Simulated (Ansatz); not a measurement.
Born–Oppenheimer molecular dynamics of a periodic cell of 16 atoms, Li (start crystal Li, start structure bcc, volume 1 times the crystal's). It goes on from the last frame of an earlier run, with new velocities.

Theory: Ansatz, DFT PBE, scalar-relativistic, plane waves, PAW. Settings: cutoff 420 eV, k mesh 3x3x3, fermi-dirac smearing 0.11 eV, no spin polarisation.

| Item | Value |
| --- | --- |
| ensemble | NVT, Langevin thermostat |
| time step | 1 fs |
| steps asked | 80 |
| set temperature | 780 K |
| friction | 0.005 /fs |
| seed | 288527 |

Frames 1 fs apart, positions in Å, forces in eV/Å.

Velocities at 10.0 fs (Å/ps):

```
Li 6.17 0.65 5.25
Li 5.14 5.04 -13.83
Li 5.72 20.60 -2.93
Li -12.89 3.39 15.23
Li -10.69 -17.90 1.33
Li -14.82 5.14 -1.78
Li -13.75 -4.42 23.25
Li -0.04 -1.72 10.85
Li 6.62 7.41 5.25
Li 8.35 -9.59 -8.16
Li 1.22 -1.82 -8.77
Li 4.96 -9.37 0.19
Li -5.48 -6.87 4.65
Li 8.49 -4.58 -13.97
Li 16.96 -17.80 -3.76
Li 4.45 6.31 -11.73
```

```xyz
16
Lattice="6.9800 0.0000 0.0000 0.0000 6.9800 0.0000 0.0000 0.0000 6.9800" Properties=species:S:1:pos:R:3:forces:R:3 time_fs=10.0 energy_less_start_eV=0.069 T=781
Li -0.174 -0.221 -0.188 0.33 -0.18 -0.17
Li 3.571 -0.394 0.220 0.08 -0.48 0.28
Li -0.387 3.063 0.101 0.30 0.26 -0.33
Li 0.465 0.091 3.936 -0.56 -0.17 0.47
Li 1.513 1.147 2.075 0.23 0.57 -0.65
Li 3.501 2.990 0.513 0.17 0.41 0.31
Li 3.306 0.043 3.679 0.34 -0.37 -0.08
Li 5.700 1.260 1.438 -0.68 -0.01 0.90
Li 0.173 4.253 3.349 -0.21 -0.78 0.15
Li 2.259 4.921 2.131 -0.13 0.30 -0.42
Li 2.250 1.296 6.123 -1.22 0.28 -0.40
Li 3.439 3.416 4.007 -0.12 -0.36 -0.23
Li 5.642 5.238 1.701 -0.44 0.09 0.02
Li 4.549 1.425 5.554 1.23 0.14 -0.28
Li 1.284 4.671 5.626 0.59 0.16 0.26
Li 5.048 5.070 5.230 0.07 0.14 0.18
16
Lattice="6.9800 0.0000 0.0000 0.0000 6.9800 0.0000 0.0000 0.0000 6.9800" Properties=species:S:1:pos:R:3:forces:R:3 time_fs=11.0 energy_less_start_eV=0.041 T=799
Li -0.168 -0.221 -0.182 0.33 -0.20 -0.16
Li 3.576 -0.390 0.206 0.08 -0.49 0.30
Li -0.381 3.083 0.098 0.27 0.20 -0.30
Li 0.451 0.094 3.951 -0.55 -0.17 0.46
Li 1.502 1.130 2.075 0.25 0.57 -0.65
Li 3.486 2.996 0.511 0.20 0.38 0.28
Li 3.292 0.039 3.701 0.33 -0.39 -0.12
Li 5.699 1.258 1.448 -0.68 0.02 0.86
Li 0.178 4.260 3.353 -0.20 -0.77 0.13
Li 2.268 4.912 2.122 -0.13 0.32 -0.40
Li 2.251 1.294 6.114 -1.21 0.30 -0.39
Li 3.444 3.406 4.007 -0.11 -0.35 -0.24
Li 5.635 5.231 1.706 -0.44 0.10 0.03
Li 4.558 1.421 5.539 1.23 0.16 -0.25
Li 1.301 4.653 5.622 0.58 0.19 0.26
Li 5.052 5.076 5.218 0.07 0.14 0.18
16
Lattice="6.9800 0.0000 0.0000 0.0000 6.9800 0.0000 0.0000 0.0000 6.9800" Properties=species:S:1:pos:R:3:forces:R:3 time_fs=12.0 energy_less_start_eV=0.005 T=815
Li -0.161 -0.221 -0.178 0.33 -0.22 -0.16
Li 3.582 -0.385 0.193 0.08 -0.50 0.31
Li -0.373 3.104 0.094 0.24 0.15 -0.28
Li 0.437 0.097 3.966 -0.54 -0.16 0.44
Li 1.492 1.113 2.073 0.26 0.55 -0.63
Li 3.472 3.001 0.509 0.22 0.34 0.26
Li 3.278 0.033 3.722 0.31 -0.41 -0.15
Li 5.698 1.257 1.460 -0.68 0.04 0.83
Li 0.183 4.265 3.357 -0.19 -0.75 0.12
Li 2.277 4.903 2.110 -0.15 0.33 -0.38
Li 2.252 1.291 6.104 -1.19 0.32 -0.37
Li 3.449 3.395 4.004 -0.11 -0.34 -0.24
Li 5.627 5.223 1.709 -0.44 0.11 0.03
Li 4.570 1.419 5.525 1.22 0.18 -0.21
Li 1.319 4.635 5.617 0.58 0.22 0.26
Li 5.055 5.083 5.208 0.06 0.13 0.19
16
Lattice="6.9800 0.0000 0.0000 0.0000 6.9800 0.0000 0.0000 0.0000 6.9800" Properties=species:S:1:pos:R:3:forces:R:3 time_fs=13.0 energy_less_start_eV=-0.038 T=827
Li -0.155 -0.221 -0.175 0.32 -0.24 -0.14
Li 3.587 -0.381 0.181 0.08 -0.50 0.31
Li -0.366 3.125 0.091 0.21 0.10 -0.25
Li 0.422 0.100 3.983 -0.53 -0.16 0.42
Li 1.482 1.096 2.069 0.28 0.54 -0.62
Li 3.458 3.005 0.510 0.24 0.30 0.23
Li 3.264 0.027 3.744 0.29 -0.42 -0.18
Li 5.694 1.257 1.472 -0.67 0.07 0.79
Li 0.188 4.270 3.360 -0.18 -0.74 0.10
Li 2.285 4.895 2.098 -0.16 0.35 -0.36
Li 2.251 1.288 6.093 -1.17 0.33 -0.36
Li 3.454 3.385 4.001 -0.11 -0.33 -0.25
Li 5.619 5.217 1.714 -0.44 0.12 0.03
Li 4.584 1.417 5.511 1.20 0.20 -0.18
Li 1.339 4.617 5.613 0.57 0.25 0.26
Li 5.059 5.089 5.199 0.06 0.12 0.19
16
Lattice="6.9800 0.0000 0.0000 0.0000 6.9800 0.0000 0.0000 0.0000 6.9800" Properties=species:S:1:pos:R:3:forces:R:3 time_fs=14.0 energy_less_start_eV=-0.085 T=839
Li -0.149 -0.222 -0.171 0.32 -0.25 -0.13
Li 3.591 -0.378 0.168 0.08 -0.50 0.31
Li -0.358 3.146 0.087 0.18 0.05 -0.22
Li 0.409 0.103 3.999 -0.52 -0.15 0.39
Li 1.472 1.081 2.065 0.29 0.53 -0.60
Li 3.445 3.010 0.510 0.26 0.25 0.20
Li 3.249 0.022 3.765 0.28 -0.44 -0.21
Li 5.690 1.255 1.483 -0.66 0.09 0.76
Li 0.192 4.273 3.362 -0.16 -0.72 0.09
Li 2.291 4.888 2.084 -0.17 0.37 -0.33
Li 2.248 1.286 6.080 -1.14 0.35 -0.33
Li 3.459 3.374 3.998 -0.10 -0.32 -0.26
Li 5.609 5.210 1.718 -0.44 0.14 0.03
Li 4.599 1.416 5.495 1.18 0.21 -0.14
Li 1.358 4.599 5.610 0.55 0.27 0.25
Li 5.062 5.095 5.190 0.05 0.11 0.19
16
Lattice="6.9800 0.0000 0.0000 0.0000 6.9800 0.0000 0.0000 0.0000 6.9800" Properties=species:S:1:pos:R:3:forces:R:3 time_fs=15.0 energy_less_start_eV=-0.136 T=867
Li -0.142 -0.222 -0.165 0.31 -0.27 -0.13
Li 3.597 -0.377 0.157 0.08 -0.49 0.31
Li -0.351 3.166 0.082 0.16 0.01 -0.20
Li 0.396 0.106 4.015 -0.51 -0.15 0.36
Li 1.462 1.067 2.059 0.30 0.52 -0.58
Li 3.431 3.014 0.510 0.29 0.21 0.17
Li 3.234 0.017 3.787 0.27 -0.45 -0.24
Li 5.685 1.253 1.494 -0.65 0.12 0.73
Li 0.196 4.274 3.364 -0.15 -0.71 0.09
Li 2.298 4.882 2.068 -0.18 0.38 -0.30
Li 2.243 1.284 6.066 -1.10 0.37 -0.31
Li 3.464 3.364 3.994 -0.10 -0.30 -0.27
Li 5.598 5.202 1.722 -0.44 0.15 0.04
Li 4.615 1.415 5.479 1.15 0.23 -0.10
Li 1.380 4.582 5.605 0.54 0.30 0.25
Li 5.067 5.103 5.181 0.05 0.10 0.19
16
Lattice="6.9800 0.0000 0.0000 0.0000 6.9800 0.0000 0.0000 0.0000 6.9800" Properties=species:S:1:pos:R:3:forces:R:3 time_fs=16.0 energy_less_start_eV=-0.191 T=895
Li -0.137 -0.224 -0.158 0.31 -0.29 -0.12
Li 3.601 -0.377 0.148 0.08 -0.47 0.30
Li -0.345 3.187 0.076 0.13 -0.04 -0.17
Li 0.385 0.111 4.032 -0.50 -0.14 0.33
Li 1.453 1.056 2.052 0.31 0.50 -0.55
Li 3.416 3.017 0.510 0.31 0.17 0.14
Li 3.220 0.011 3.808 0.26 -0.47 -0.27
Li 5.679 1.251 1.506 -0.64 0.14 0.69
Li 0.199 4.275 3.365 -0.13 -0.69 0.07
Li 2.304 4.877 2.053 -0.20 0.39 -0.26
Li 2.237 1.284 6.051 -1.06 0.38 -0.28
Li 3.469 3.353 3.988 -0.10 -0.29 -0.28
Li 5.586 5.196 1.727 -0.44 0.15 0.05
Li 4.632 1.415 5.461 1.12 0.23 -0.06
Li 1.403 4.566 5.600 0.52 0.32 0.24
Li 5.073 5.111 5.171 0.04 0.09 0.19
16
Lattice="6.9800 0.0000 0.0000 0.0000 6.9800 0.0000 0.0000 0.0000 6.9800" Properties=species:S:1:pos:R:3:forces:R:3 time_fs=17.0 energy_less_start_eV=-0.245 T=896
Li -0.132 -0.226 -0.149 0.31 -0.30 -0.12
Li 3.606 -0.379 0.137 0.07 -0.44 0.28
Li -0.338 3.207 0.070 0.11 -0.08 -0.15
Li 0.373 0.115 4.049 -0.49 -0.14 0.29
Li 1.445 1.045 2.046 0.32 0.49 -0.53
Li 3.402 3.021 0.511 0.33 0.13 0.11
Li 3.206 0.004 3.828 0.24 -0.48 -0.31
Li 5.671 1.249 1.519 -0.63 0.16 0.66
Li 0.201 4.275 3.368 -0.11 -0.67 0.06
Li 2.311 4.871 2.036 -0.22 0.41 -0.23
Li 2.231 1.286 6.034 -1.02 0.38 -0.25
Li 3.475 3.342 3.981 -0.09 -0.27 -0.29
Li 5.574 5.189 1.732 -0.44 0.16 0.05
Li 4.649 1.415 5.444 1.09 0.24 -0.02
Li 1.427 4.551 5.596 0.51 0.34 0.23
Li 5.079 5.119 5.161 0.02 0.07 0.19
16
Lattice="6.9800 0.0000 0.0000 0.0000 6.9800 0.0000 0.0000 0.0000 6.9800" Properties=species:S:1:pos:R:3:forces:R:3 time_fs=18.0 energy_less_start_eV=-0.299 T=893
Li -0.126 -0.228 -0.142 0.30 -0.31 -0.11
Li 3.610 -0.382 0.125 0.06 -0.42 0.27
Li -0.331 3.227 0.064 0.09 -0.11 -0.12
Li 0.360 0.119 4.065 -0.47 -0.14 0.26
Li 1.437 1.035 2.039 0.33 0.47 -0.50
Li 3.389 3.026 0.511 0.35 0.08 0.08
Li 3.193 -0.002 3.848 0.23 -0.49 -0.34
Li 5.665 1.245 1.531 -0.63 0.18 0.63
Li 0.203 4.274 3.370 -0.10 -0.66 0.06
Li 2.317 4.867 2.019 -0.23 0.43 -0.19
Li 2.222 1.288 6.017 -0.97 0.40 -0.21
Li 3.479 3.332 3.974 -0.09 -0.26 -0.30
Li 5.560 5.181 1.737 -0.43 0.16 0.06
Li 4.666 1.416 5.429 1.05 0.24 0.01
Li 1.450 4.536 5.593 0.49 0.36 0.22
Li 5.087 5.127 5.151 0.01 0.06 0.19
16
Lattice="6.9800 0.0000 0.0000 0.0000 6.9800 0.0000 0.0000 0.0000 6.9800" Properties=species:S:1:pos:R:3:forces:R:3 time_fs=19.0 energy_less_start_eV=-0.355 T=944
Li -0.119 -0.230 -0.136 0.29 -0.33 -0.10
Li 3.614 -0.384 0.112 0.05 -0.39 0.26
Li -0.325 3.247 0.058 0.07 -0.15 -0.10
Li 0.347 0.124 4.081 -0.46 -0.13 0.22
Li 1.429 1.026 2.031 0.34 0.46 -0.47
Li 3.378 3.029 0.513 0.37 0.03 0.05
Li 3.180 -0.007 3.868 0.23 -0.50 -0.37
Li 5.657 1.241 1.546 -0.61 0.20 0.60
Li 0.204 4.272 3.373 -0.08 -0.64 0.05
Li 2.323 4.862 2.003 -0.26 0.44 -0.16
Li 2.211 1.290 6.000 -0.92 0.41 -0.18
Li 3.483 3.322 3.965 -0.08 -0.25 -0.30
Li 5.545 5.173 1.742 -0.42 0.17 0.06
Li 4.685 1.417 5.413 1.01 0.25 0.04
Li 1.474 4.522 5.591 0.47 0.38 0.21
Li 5.094 5.136 5.141 0.00 0.04 0.19
16
Lattice="6.9800 0.0000 0.0000 0.0000 6.9800 0.0000 0.0000 0.0000 6.9800" Properties=species:S:1:pos:R:3:forces:R:3 time_fs=20.0 energy_less_start_eV=-0.414 T=1006
Li -0.110 -0.232 -0.130 0.28 -0.34 -0.09
Li 3.618 -0.387 0.100 0.04 -0.37 0.24
Li -0.318 3.266 0.052 0.05 -0.18 -0.08
Li 0.333 0.128 4.097 -0.44 -0.13 0.18
Li 1.422 1.019 2.021 0.34 0.45 -0.43
Li 3.366 3.032 0.516 0.39 -0.01 0.02
Li 3.170 -0.010 3.888 0.21 -0.51 -0.40
Li 5.647 1.237 1.561 -0.60 0.21 0.57
Li 0.205 4.271 3.378 -0.06 -0.63 0.03
Li 2.330 4.859 1.987 -0.28 0.46 -0.12
Li 2.199 1.294 5.983 -0.87 0.42 -0.14
Li 3.486 3.312 3.955 -0.07 -0.23 -0.30
Li 5.529 5.162 1.748 -0.41 0.18 0.07
Li 4.707 1.418 5.398 0.96 0.25 0.07
Li 1.499 4.509 5.590 0.45 0.40 0.19
Li 5.102 5.145 5.131 -0.01 0.03 0.19
16
Lattice="6.9800 0.0000 0.0000 0.0000 6.9800 0.0000 0.0000 0.0000 6.9800" Properties=species:S:1:pos:R:3:forces:R:3 time_fs=21.0 energy_less_start_eV=-0.473 T=1021
Li -0.099 -0.235 -0.124 0.26 -0.35 -0.07
Li 3.621 -0.390 0.088 0.04 -0.34 0.23
Li -0.311 3.288 0.045 0.03 -0.21 -0.06
Li 0.318 0.133 4.113 -0.41 -0.13 0.13
Li 1.415 1.013 2.011 0.35 0.43 -0.39
Li 3.356 3.033 0.519 0.41 -0.06 -0.01
Li 3.160 -0.014 3.906 0.20 -0.52 -0.43
Li 5.636 1.233 1.577 -0.58 0.22 0.54
Li 0.206 4.269 3.383 -0.04 -0.61 0.02
Li 2.338 4.856 1.971 -0.30 0.48 -0.08
Li 2.185 1.298 5.966 -0.81 0.43 -0.11
Li 3.491 3.302 3.943 -0.06 -0.22 -0.30
Li 5.512 5.152 1.753 -0.40 0.18 0.07
Li 4.729 1.417 5.383 0.91 0.26 0.10
Li 1.526 4.497 5.589 0.43 0.42 0.18
Li 5.109 5.154 5.123 -0.03 0.01 0.19
```

Of the whole run (80 fs, mean temperature of the second half 1131 K): The mean temperature of the second half is 45 % above the set value. A run of 0.08 ps of so small a system gives no equilibrium averages. Limits of this set-up: coarse k mesh.

Run time: 10 min on 1 thread of Arm Neoverse V2, on a shared host, peak memory 0.57 GiB.
